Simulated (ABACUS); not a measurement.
# Moving the dispersion correction in Sn

Symmetry: Fd-3m, No. 227, cubic system. Conventional cell: a = 6.467 Å, b = 6.467 Å, c = 6.467 Å, α = 90.00°, β = 90.00°, γ = 90.00°. Sn (site symmetry -43m) has 4 Sn at 2.80 Å as nearest neighbours.

This isn't the form of Sn at room conditions, which is tetragonal (white tin).

Kept alike: task equation of state; functional PBEsol; k mesh 5 × 5 × 5; occupations fermi-dirac, width 0.05 eV; no spin polarisation. Program: ABACUS, PseudoDojo NC SR 0.4.1 PBE standard, plane waves, cutoff 993 eV. The mesh is that of the run's cell of 2 atoms. No spin-orbit coupling.

```csv
dispersion correction,volume (Å³/atom),bulk modulus (GPa)
D3(zero),34.755,44.2
D3(BJ),34.181,44.8
D3(BJ)+ABC,34.259,44.7
none,35.278,41.6
```

For a metal such a mesh leaves the last digits unconverged. Volume and modulus come from cells scaled at fixed shape and fractions. All rows use potentials made for PBE.

**Question.** What does the dispersion correction change here?

**Answer.** The volume runs from 34.181 (D3(BJ)) to 35.278 Å³/atom (none). Against no correction: D3(zero) -1.5 %; D3(BJ) -3.1 %; D3(BJ)+ABC -2.9 %. Dispersion terms mostly attract and so lower the volume; the schemes' coefficients and damping set how far. Measured: 34.16 Å³/atom (arxiv:1703.07488); nearest D3(BJ), 0.02 Å³/atom off. The runs are for a static lattice. The bulk modulus runs from 41.6 (none) to 44.8 GPa (D3(BJ)).
